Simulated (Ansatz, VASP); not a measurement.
## SiC in VASP and in Ansatz

```
Si C
1.0
     0.00000    2.17400    2.17400
     2.17400    0.00000    2.17400
     2.17400    2.17400    0.00000
Si C
1 1
Direct
  0.16263 0.00000 0.00000
  0.75000 0.75000 0.75000
```

Change from the starting cell: all Si atoms moved -0.500 Å, as atom 1 towards its neighbour atom 1 (Si) at 3.075 Å.

Alike in both runs: task single point; functional PBE; k mesh 12 × 12 × 12; occupations gaussian, width 0.05 eV; no spin polarisation.

```csv
,VASP,Ansatz
version,VASP 6.6.1,Ansatz 0.2.0
potentials or method,"VASP PAW PBE potentials, release 64 (Si, C)","scalar-relativistic, plane waves, PAW"
plane-wave cutoff (eV),520,420
valence electrons in the cell,8,8
```

VASP gave:

```
gap on the k mesh at the Fermi level (eV) : none
rms of the force components (eV/Å)        : 8.735
```

**Question.** Which values does Ansatz return?

**Answer.** gap on the k mesh at the Fermi level (eV): none; rms of the force components (eV/Å): 8.772.

Atom by atom the forces differ by 0.037 eV/Å (rms over components). A gap of «none» marks a metal or a gap that the smearing closes.

Caveats: forces of over 1 eV/Å show positions far from the minimum, so gaps and moduli don't describe the material at rest.
